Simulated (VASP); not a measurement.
Wanted: the native input for a VASP 6.6.1 run.

* Task: single point
* Functional: PBE
* Potentials or basis: VASP PAW PBE potentials, release 64 (Ti_sv, N)
* Cutoff: 520 eV
* k mesh: 13 × 13 × 25
* Occupations: methfessel-paxton, width 0.1 eV
* Spin: no spin polarisation
* Further INCAR settings: ALGO = Normal; EDIFF = 1e-07

The structure of TiN lies in POSCAR:

```
TiN
1.0
    3.0042124600      0.0000000000      0.0000000000
    0.0000000000      3.0042124600      0.0000000000
    1.5021062300      1.5021062300      2.1242990000
Ti N
1 1
Direct
    0.0000000000      0.0000000000      0.0000000000
    0.5000000000      0.5000000000      0.0000000000
```

One way to write it, as run:

INCAR

```
SYSTEM = TiN
  PREC = Accurate
  ENCUT = 520
  EDIFF = 1E-7
  ISMEAR = 1
  SIGMA = 0.1
  LREAL = .FALSE.
  LASPH = .TRUE.
  NELM = 80
  ALGO = Normal
  ISIF = 2
  LWAVE = .FALSE.
  LCHARG = .FALSE.
  GGA = PE
  ICORELEVEL = 1
```

KPOINTS

```
regular mesh
0
G
  13 13 25
  0 0 0
```

Potentials or basis: VASP PAW PBE potentials, release 64 (Ti_sv, N).

Command:

```bash
$ cat potpaw_PBE.64/Ti_sv/POTCAR potpaw_PBE.64/N/POTCAR > POTCAR
$ mpirun -np 1 vasp_std > vasp.out
```

Results of the run:

| Quantity | Value |
| --- | --- |
| Pressure | 0.1 GPa |
| Band gap on the k mesh | none (metal or under the smearing width) |

Run time: 2.2 min on 1 thread of Intel(R) Xeon(R) Platinum 8488C (Sapphire Rapids), with other jobs on the host, peak memory 0.4 GiB.
